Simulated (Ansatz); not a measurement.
# ZrN: zone-centre modes under pressure

ZrN, Fm-3m, a = 4.525 Å. Ansatz: LDA, PAW, 420 eV, Γ-centred 16×16×16 mesh on 2 atoms, Fermi-Dirac smearing 0.15 eV; no spin polarisation. Cell and atoms are relaxed at each pressure with the symmetry kept; optical modes at Γ by linear response, in cm⁻¹, the highest.

```tsv
P (GPa)	V (Å³/atom)	ω1
0	11.584	511.4
5	11.389	528.4
11	11.175	547.3
22	10.830	?
```

**Question.** Get the mode's Grüneisen parameter γ = −d ln ω/d ln V from the other rows and predict the missing frequency.

**Answer.** ln(V/V0) = 0.0000, -0.0170, -0.0359, -0.0673; a line through ln(ω/ω0) of the 3 known rows gives ω1: γ = 1.889 (intercept 0.0002), predicted 580.8, computed 578.7. The miss is 0.4 %, or 3 % of the shift under pressure, so a constant γ serves at that level. In a metal these frequencies hang on the mesh and smearing.

Spin polarisation was left out, and a magnetic state may lie lower.

Cost: 4 runs of about 2 core-minutes in all, on Intel Xeon Platinum 8259CL (Skylake/Cascade Lake) (shared hosts).